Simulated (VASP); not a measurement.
# CdS (Pmmn) in VASP: single point with r2SCAN0+D3(BJ)

Aim: the single point of CdS with r2SCAN0+D3(BJ).

Everything below comes from runs of VASP 6.6.1. Logs are shortened: lines on timing, memory, paths and dates and some standing lists are left out, and cuts for length are marked.

**1. The undisturbed crystal**

Symmetry: Pmmn, No. 59, orthorhombic system. Conventional cell: a = 3.898 Å, b = 5.511 Å, c = 3.898 Å, α = 90.00°, β = 90.00°, γ = 90.00°. Cd (site symmetry mm2) has 6 S at 2.75 to 2.76 Å as nearest neighbours. S (site symmetry mm2) has 6 Cd at 2.75 to 2.76 Å as nearest neighbours.

The cell comes from a database or a generator and needn't be the stable form of this composition.

**2. Single point, r2SCAN0+D3(BJ) (cell strained at random at fixed volume)**

Input file POSCAR:

```
CdS
1.0
    3.9204220000      0.0025630000     -0.0370780000
    0.0036240000      5.5634370000      0.0452690000
   -0.0370740000      0.0320180000      3.8406650000
Cd S
2 2
Cartesian
   -0.0280640541      0.0242367935      2.9072835477
    1.9530130541      2.7907812065      0.9374769523
   -0.0258020869      2.8055666911      2.8833038966
    1.9507510869      0.0094513089      0.9614566034
```

Input file INCAR.step1:

```
SYSTEM = CdS
ALGO = Normal
EDIFF = 1E-5
ENCUT = 700
GGA = PE
ISIF = 2
ISMEAR = 0
LASPH = .True.
LCHARG = .False.
LREAL = .False.
LWAVE = .True.
NELM = 80
PREC = Accurate
SIGMA = 0.1
```

Input file INCAR.step2:

```
SYSTEM = CdS
AEXX = 0.25
ALGO = Normal
EDIFF = 1E-6
ENCUT = 700
HFRCUT = -1
ISIF = 2
ISMEAR = 0
ISTART = 1
IVDW = 12
LASPH = .True.
LCHARG = .False.
LHFCALC = .True.
LMIXTAU = .True.
LREAL = .False.
LWAVE = .False.
METAGGA = R2SCAN
NELM = 80
PREC = Accurate
PRECFOCK = Normal
SIGMA = 0.1
VDW_A1 = 0.4534
VDW_A2 = 5.8972
VDW_S6 = 1.0
VDW_S8 = 1.1846
```

Input file KPOINTS:

```
k-points
0
Gamma
  2 2 2
  0 0 0
```

Potentials or basis: VASP PAW PBE potentials, release 64 (Cd, S).

On the command line:

```console
$ cat potpaw_PBE.64/Cd/POTCAR potpaw_PBE.64/S/POTCAR > POTCAR
$ cp INCAR.step1 INCAR
$ mpirun -np 1 vasp_std > vasp.out
$ cp INCAR.step2 INCAR
$ mpirun -np 1 vasp_std > vasp.out
```

OUTCAR:

```text
SYSTEM = CdS
   AEXX = 0.25
   EDIFF = 1E-6
   ENCUT = 700
   ISIF = 2
   ISMEAR = 0
   ISTART = 1
   IVDW = 12
   LASPH = .True.
   LHFCALC = .True.
   LREAL = .False.
   METAGGA = R2SCAN
   NELM = 80
   PREC = Accurate
   PRECFOCK = Normal
 IVDW          = 12

 ion  position               nearest neighbor table
   1  1.000  1.000  0.757-   4 2.71   4 2.72   4 2.77   4 2.78   3 2.78   3 2.78
   2  0.500  0.500  0.243-   3 2.71   3 2.72   3 2.77   3 2.78   4 2.78   4 2.78
   3  0.000  0.500  0.745-   2 2.71   2 2.72   2 2.77   2 2.78   1 2.78   1 2.78
   4  0.500  1.000  0.255-   1 2.71   1 2.72   1 2.77   1 2.78   2 2.78   2 2.78

  LATTYP: Found a triclinic cell.
 ALAT       =     5.4358864596
 B/A-ratio  =     0.7212435724
 C/A-ratio  =     1.0234986313
 COS(alpha) =     0.0012281002
 COS(beta)  =     0.0125200642
 COS(gamma) =     0.7077455979

  Lattice vectors:

 A1 = (   3.8833480000,   0.0345810000,   3.8035870000)
 A2 = (   3.9204220000,   0.0025630000,  -0.0370780000)
 A3 = (   0.0036240000,   5.5634370000,   0.0452690000)

Analysis of symmetry for initial positions (statically):
=====================================================================
 Subroutine PRICEL returns:
 Original cell was already a primitive cell.

 Routine SETGRP: Setting up the symmetry group for a
 triclinic supercell.

 Subroutine GETGRP returns: Found  2 space group operations
 (whereof  1 operations were pure point group operations)
 out of a pool of  2 trial point group operations.

The static configuration has the point symmetry C_1 .
 The point group associated with its full space group is S_2 .

Analysis of symmetry for dynamics (positions and initial velocities):
=====================================================================
 Subroutine PRICEL returns:
 Original cell was already a primitive cell.

 Routine SETGRP: Setting up the symmetry group for a
 triclinic supercell.

 Subroutine GETGRP returns: Found  2 space group operations
 (whereof  1 operations were pure point group operations)
 out of a pool of  2 trial point group operations.

The dynamic configuration has the point symmetry C_1 .
 The point group associated with its full space group is S_2 .

 Subroutine INISYM returns: Found  2 space group operations
 (whereof  1 operations are pure point group operations),
 and found     1 'primitive' translations

----------------------------------------------------------------------------------------

                                     Primitive cell

  volume of cell :      83.7554

  direct lattice vectors                    reciprocal lattice vectors
     3.920422000  0.002563000 -0.037078000     0.255098007 -0.000186219  0.002464018
     0.003624000  5.563437000  0.045269000    -0.000131702  0.179757293 -0.001499832
    -0.037074000  0.032018000  3.840665000     0.002464283 -0.002120554  0.260413042

  length of vectors
     3.920598169  5.563622351  3.840977386     0.255109975  0.179763598  0.260433335

  position of ions in fractional coordinates (direct lattice)
     1.000000000  1.000000000  0.756974000
     0.500000000  0.500000000  0.243026000
     0.000000000  0.500000000  0.744837000
     0.500000000  1.000000000  0.255163000

  ion indices of the primitive-cell ions
   primitive index   ion index
                 1           1
                 2           2
                 3           3
                 4           4

----------------------------------------------------------------------------------------

 KPOINTS: k-points

Automatic generation of k-mesh.
 Grid dimensions read from file:
 generate k-points for:    2    2    2

 Generating k-lattice:

  Cartesian coordinates                     Fractional coordinates (reciprocal lattice)
     0.127549003 -0.000093110  0.001232009     0.500000000 -0.000000000  0.000000000
    -0.000065851  0.089878646 -0.000749916     0.000000000  0.500000000 -0.000000000
     0.001232142 -0.001060277  0.130206521     0.000000000 -0.000000000  0.500000000

  Length of vectors
     0.127554987  0.089881799  0.130216668

  Shift w.r.t. Gamma in fractional coordinates (k-lattice)
     0.000000000  0.000000000  0.000000000

 Subroutine IBZKPT returns following result:
 ===========================================

 Found      8 irreducible k-points:

 Following reciprocal coordinates:
            Coordinates               Weight
  0.000000  0.000000  0.000000      1.000000
  0.500000  0.000000 -0.000000      1.000000
  0.000000  0.500000  0.000000      1.000000
  0.500000  0.500000 -0.000000      1.000000
  0.000000  0.000000  0.500000      1.000000
  0.500000  0.000000  0.500000      1.000000
  0.000000  0.500000  0.500000      1.000000
  0.500000  0.500000  0.500000      1.000000
   k-points           NKPTS =      8   k-points in BZ     NKDIM =      8   number of bands    NBANDS=     22
   number of dos      NEDOS =    301   number of ions     NIONS =      4
   total plane-waves  NPLWV =  62208
   dimension x,y,z NGX =    36 NGY =   48 NGZ =   36
   dimension x,y,z NGXF=    72 NGYF=   96 NGZF=   72
   ions per type =               2   2
   NGX,Y,Z   is equivalent  to a cutoff of  15.27, 14.34, 15.58 a.u.
   NGXF,Y,Z  is equivalent  to a cutoff of  30.53, 28.69, 31.16 a.u.
 SYSTEM =  CdS
   PREC   = accura    normal or accurate (medium, high low for compatibility)
   ISTART =      1    job   : 0-new  1-cont  2-samecut
   ICHARG =      0    charge: 1-file 2-atom 10-const
   ISPIN  =      1    spin polarized calculation?
   LNONCOLLINEAR =      F non collinear calculations
   LSORBIT =      F    spin-orbit coupling
   LASPH  =      T    aspherical Exc in radial PAW
   ENCUT  =  700.0 eV  51.45 Ry    7.17 a.u.   8.46 12.00  8.29*2*pi/ulx,y,z
   NELM   =     80;   NELMIN=  2; NELMDL=  0     # of ELM steps
   EDIFF  = 0.1E-05   stopping-criterion for ELM
   LREAL  =      F    real-space projection
   EDIFFG = 0.1E-04   stopping-criterion for IOM
   NSW    =      0    number of steps for IOM
   IBRION =     -1    ionic relax: 0-MD 1-quasi-New 2-CG
   NFREE  =      0    steps in history (QN), initial steepest desc. (CG)
   ISIF   =      2    stress and relaxation
   ISYM   =      3    0-nonsym 1-usesym 2-fastsym
   POTIM  = 0.5000    time-step for ionic-motion
   TEBEG  =    0.0;   TEEND  =   0.0 temperature during run
   PSTRESS=    0.0 pullay stress
   NELECT =      36.0000    total number of electrons
   NUPDOWN=      -1.0000    fix difference up-down
   EMIN   =  10.00;   EMAX   =-10.00  energy-range for DOS
   EFERMI =   0.00;   METHOD = LEGACY
   ISMEAR =     0;   SIGMA  =   0.10  broadening in eV -4-tet -1-fermi 0-gaus
   EFERMI_NEDOS =   21; number of points for ismear=-14 and -15
   IALGO  =     38    algorithm
   IMIX   =      1    mixing-type and parameters
     AMIX     =   0.40;   BMIX     =  1.00
     AMIX_MAG =   1.60;   BMIX_MAG =  1.00
  volume/ion in A,a.u.               =      20.94       141.30
  Fermi-wavevector in a.u.,A,eV,Ry     =   1.235486  2.334731 20.768296  1.526427
  Thomas-Fermi vector in A             =   2.370134
   LORBIT       =      0    0 simple, 1 ext, 2 COOP (PROOUT), +10 PAW based schemes
   METAGGA = R2SCAN    functional components
   LHFCALC =     T    Hartree Fock is set to
   PRECFOCK=normal    Normal, Fast or Accurate (Low or Medium for compatibility)
   ENCUT4O =  -1.0   cutoff for four orbital integrals eV
   NKREDX  =     1    reduce k-point grid by
   NKREDY  =     1    reduce k-point grid by
   NKREDZ  =     1    reduce k-point grid by
   AEXX    =    0.2500 exact exchange contribution
   HFSCREEN=    0.0000 screening length (either q_TF or 0.3 A-1)
   HFSCREENC=   0.0000 screening length for correlation (either q_TF or 0.3 A-1)
   ENCUTFOCK=  -1.0 apply spherical cutoff to Coloumb kernel
   IVDW    =    12    specifies the selected vdW correction
   LEPSILON=     F    determine dielectric tensor
   LRPA    =     F    only Hartree local field effects (RPA)
 non-spin polarized calculation
 Gauss-broadening in eV      SIGMA  =   0.10
  energy-cutoff  :      700.00
  volume of cell :       83.76
 maximum number of plane-waves:      3534
 NGX is ok and might be reduce to    36
  NGX = 28; NGY = 40; NGZ = 28

 number of electron      35.9999999 magnetization

 Free energy of the ion-electron system (eV)
  ---------------------------------------------------
  ext. energy  EPLUGINS =         0.00000000
  ---------------------------------------------------
  free energy    TOTEN  =       -50.41586456 eV

  energy without entropy =      -50.41586456  energy(sigma->0) =      -50.41586456

 E-fermi :   2.2117     XC(G=0):  -8.4133

 val. band max:        1.7531211463   @ k =   0.0000   0.5000   0.5000
 cond. band min:       3.7368907241   @ k =   0.5000   0.0000   0.5000
 fundamental gap:      1.9837695778
 Fermi energy:         2.2116564990

 k-point     1 :       0.0000    0.0000    0.0000
  band No.  band energies     occupation
      1     -12.4772      2.00000
      2     -11.5752      2.00000
      3      -7.6818      2.00000
      4      -7.5907      2.00000
      5      -7.5838      2.00000
      6      -7.5659      2.00000
[... 14 lines left out ...]
     21       9.7333      0.00000
     22      12.8144      0.00000

 k-point     2 :       0.5000    0.0000   -0.0000
  band No.  band energies     occupation
      1     -11.4845      2.00000
      2     -11.4838      2.00000
      3      -7.7977      2.00000
      4      -7.7928      2.00000
      5      -7.7030      2.00000
      6      -7.6984      2.00000
[... 14 lines left out ...]
     21       9.4534      0.00000
     22       9.4691      0.00000

 k-point     3 :       0.0000    0.5000    0.0000
  band No.  band energies     occupation
      1     -11.9075      2.00000
      2     -11.9065      2.00000
      3      -7.6281      2.00000
      4      -7.6280      2.00000
      5      -7.6043      2.00000
      6      -7.6032      2.00000
[... 14 lines left out ...]
     21      10.4074      0.00000
     22      10.4265      0.00000

 k-point     4 :       0.5000    0.5000   -0.0000
  band No.  band energies     occupation
      1     -11.3118      2.00000
      2     -11.3064      2.00000
      3      -7.8656      2.00000
      4      -7.8465      2.00000
      5      -7.8412      2.00000
      6      -7.8238      2.00000
[... 14 lines left out ...]
     21       9.6692      0.00000
     22       9.7359      0.00000

 k-point     5 :       0.0000    0.0000    0.5000
  band No.  band energies     occupation
      1     -11.4675      2.00000
      2     -11.4305      2.00000
      3      -7.8265      2.00000
      4      -7.8221      2.00000
      5      -7.6920      2.00000
      6      -7.6792      2.00000
[... 14 lines left out ...]
     21       9.3587      0.00000
     22       9.3762      0.00000

 k-point     6 :       0.5000    0.0000    0.5000
  band No.  band energies     occupation
      1     -11.6221      2.00000
      2     -11.5932      2.00000
      3      -7.6958      2.00000
      4      -7.6895      2.00000
      5      -7.4888      2.00000
      6      -7.4795      2.00000
[... 14 lines left out ...]
     21       9.3859      0.00000
     22       9.5058      0.00000

 k-point     7 :       0.0000    0.5000    0.5000
  band No.  band energies     occupation
      1     -11.2967      2.00000
      2     -11.2479      2.00000
      3      -7.8757      2.00000
      4      -7.8738      2.00000
      5      -7.8412      2.00000
      6      -7.8206      2.00000
[... 14 lines left out ...]
     21       9.4875      0.00000
     22       9.6573      0.00000

 k-point     8 :       0.5000    0.5000    0.5000
  band No.  band energies     occupation
      1     -11.4598      2.00000
      2     -11.4596      2.00000
      3      -7.6783      2.00000
      4      -7.6783      2.00000
      5      -7.5498      2.00000
      6      -7.5498      2.00000
[... 14 lines left out ...]
     21      10.5487      0.00000
     22      10.5516      0.00000

------------------------ aborting loop because EDIFF is reached ----------------------------------------

 Edisp (eV)   -0.86457

 E8    (eV) :    -0.3596

  FORCE on cell =-STRESS in cart. coord.  units (eV):
  Direction    XX          YY          ZZ          XY          YZ          ZX
  --------------------------------------------------------------------------------------
  -------------------------------------------------------------------------------------
  Total      -0.80243    -4.52779     0.06122    -0.03965    -0.32398     0.17623
  in kB     -15.34981   -86.61307     1.17101    -0.75855    -6.19744     3.37121
  external pressure =      -33.60 kB  Pullay stress =        0.00 kB

 VOLUME and BASIS-vectors are now :
 -----------------------------------------------------------------------------
  energy-cutoff  :      700.00
  volume of cell :       83.76
      direct lattice vectors                 reciprocal lattice vectors
     3.920422000  0.002563000 -0.037078000     0.255098007 -0.000186219  0.002464018
     0.003624000  5.563437000  0.045269000    -0.000131702  0.179757293 -0.001499832
    -0.037074000  0.032018000  3.840665000     0.002464283 -0.002120554  0.260413042

 POSITION                                       TOTAL-FORCE (eV/Angst)
 -----------------------------------------------------------------------------------
      3.89598      5.59024      2.91547        -0.004617      0.002877     -0.017697
      1.95301      2.79078      0.93748         0.004617     -0.002877      0.017697
     -0.02580      2.80557      2.88330        -0.002394     -0.003267      0.019118
      1.95438      5.57289      1.00673         0.002394      0.003267     -0.019118
 -----------------------------------------------------------------------------------
    total drift:                                0.000000      0.000000      0.000000

  FREE ENERGIE OF THE ION-ELECTRON SYSTEM (eV)
  ---------------------------------------------------
  free  energy   TOTEN  =       -51.2804340113 eV

  energy  without entropy=      -51.2804340113  energy(sigma->0) =      -51.28043401
```

Wall time 8.7 min (1 thread of Intel Xeon Platinum 8259CL at 2.50GHz (Skylake/Cascade Lake), shared host); peak memory 0.29 GiB.

These settings aren't checked as converged: the numbers below hold their error.

Results:

```
Free energy                : -51.2804 eV
Pressure                   : -3.4 GPa
Largest force              : 0.020 eV/Å
Band gap on the k mesh     : 1.98 eV
Dispersion energy per atom : -0.216 eV
```

Caveat: the k mesh is coarse (spacing up to 0.82 Å⁻¹), so the values aren't converged, least of all with exact exchange; the PAW data sets were made with another functional, which shifts forces and pressure a little.
